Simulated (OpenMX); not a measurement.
GaP:

```xyz
2
Lattice="0.0000 2.7252 2.7252 2.7252 0.0000 2.7252 2.7252 2.7252 0.0000" Properties=species:S:1:pos:R:3 pbc="T T T"
Ga    0.0000    0.0000    0.0000
P     4.0879    4.0879    4.0879
```

Base run:

| Quantity | Value |
| --- | --- |
| Program | OpenMX 3.8.5 |
| Functional | PBE |
| Potentials or basis | OpenMX 2013 PBE set, Ga7.0-s3p2d2f1, P7.0-s3p2d2f1, grid cutoff 500 Ry |
| k mesh | 9 × 9 × 9 |
| Occupations | fermi-dirac, width 0.05 eV |
| Spin | no spin polarisation |

Its results: band gap on the k mesh 1.66 eV, indirect (least direct gap 1.84 eV); pressure 3.7 GPa.

Q: The run is repeated on the same cell with these changes: potentials or basis from OpenMX 2013 PBE set, Ga7.0-s3p2d2f1, P7.0-s3p2d2f1, grid cutoff 500 Ry to OpenMX 2013 PBE set, Ga7.0-s2p2d1, P7.0-s2p2d1, grid cutoff 500 Ry. What comes out?

A: Band gap on the k mesh 1.89 eV, indirect (least direct gap 1.97 eV); pressure 5.4 GPa.

Caveats: the basis of atomic orbitals isn't converged, which shifts pressures, moduli and gaps.
